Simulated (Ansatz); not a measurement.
**Relaxation of WS2**

All numbers below come from DFT PBE, scalar-relativistic, plane waves, PAW in Ansatz 0.2.0. Run with 420 eV cutoff, 12×12×2 k-mesh, Gaussian smearing of 0.02 eV, no spin polarisation.

What was changed: equal strain along all axes, cell held, atoms relaxed: +3.0 %.

Spin–orbit coupling is left out, which can shift energies with elements as heavy as these.

Command:

```bash
ansatz run input.yaml --threads 1 --pin off --max-ram 2560MiB --backend cpu --events-out ev --progress --plain --runs-dir out
```

Input:

```yaml
crystal:
  lattice:
    - [3.2833798144, 0.0, 0.0]
    - [-1.6416899072, 2.8434903295, 0.0]
    - [0.0, 0.0, 23.0960376716]
  atoms:
    - { symbol: W, position: [0.6666666667, 0.3333333333, 0.3326557088] }
    - { symbol: W, position: [0.3333333333, 0.6666666667, 0.6659890422] }
    - { symbol: W, position: [0.0, 0.0, 0.9993223755] }
    - { symbol: S, position: [0.3333333333, 0.6666666667, 0.2643472634] }
    - { symbol: S, position: [0.6666666667, 0.3333333333, 0.0676303611] }
    - { symbol: S, position: [0.0, 0.0, 0.5976805968] }
    - { symbol: S, position: [0.3333333333, 0.6666666667, 0.4009636944] }
    - { symbol: S, position: [0.6666666667, 0.3333333333, 0.9310139301] }
    - { symbol: S, position: [0.0, 0.0, 0.7342970277] }
basis:
  ecutwfc: 420
kpoints:
  mp_grid: { grid: [12, 12, 2] }
hamiltonian:
  xc: pbe
scf:
  occupations: { method: gaussian, width: 0.02 }
output:
  forces: true
  stress: true
  eigenvalues: true
relax:
  adjacent_minimum: "off"
  f_tol: 0.008
  max_steps: 40
```

F is the free energy.

Steps:

```csv
step,F − F(1) (eV),largest force component (eV/Å)
1,0.0000,0.699
2,-0.0241,0.626
3,-0.0824,0.016
4,-0.0824,0.016
5,-0.0825,0.000
```

Relaxed structure:

```cif
data_structure
_symmetry_space_group_name_H-M 'P 1'
_symmetry_Int_Tables_number 1
_cell_length_a 3.2834
_cell_length_b 3.2834
_cell_length_c 23.0960
_cell_angle_alpha 90.000
_cell_angle_beta 90.000
_cell_angle_gamma 120.000
_cell_volume 215.63
loop_
_atom_site_label
_atom_site_type_symbol
_atom_site_fract_x
_atom_site_fract_y
_atom_site_fract_z
_atom_site_occupancy
W1 W 0.66667 0.33333 0.33266 1
W2 W 0.33333 0.66667 0.66599 1
W3 W 0.00000 0.00000 0.99932 1
S1 S 0.33333 0.66667 0.26602 1
S2 S 0.66667 0.33333 0.06596 1
S3 S 0.00000 0.00000 0.59935 1
S4 S 0.33333 0.66667 0.39929 1
S5 S 0.66667 0.33333 0.93269 1
S6 S 0.00000 0.00000 0.73262 1
```

The structure is trigonal, space group R3m (No. 160). The conventional cell has a = 3.283 Å, b = 3.283 Å, c = 23.096 Å, α = 90.00°, β = 90.00°, γ = 120.00°. Around W (site symmetry 3m) lie 6 S at 2.44 Å. S (site symmetry 3m) is surrounded by 3 W at 2.44 Å. Around S (site symmetry 3m) lie 3 W at 2.44 Å.

The run converged. Time: 2.5 min on 1 thread of Arm Neoverse V1, on a shared host, peak memory 0.58 GiB.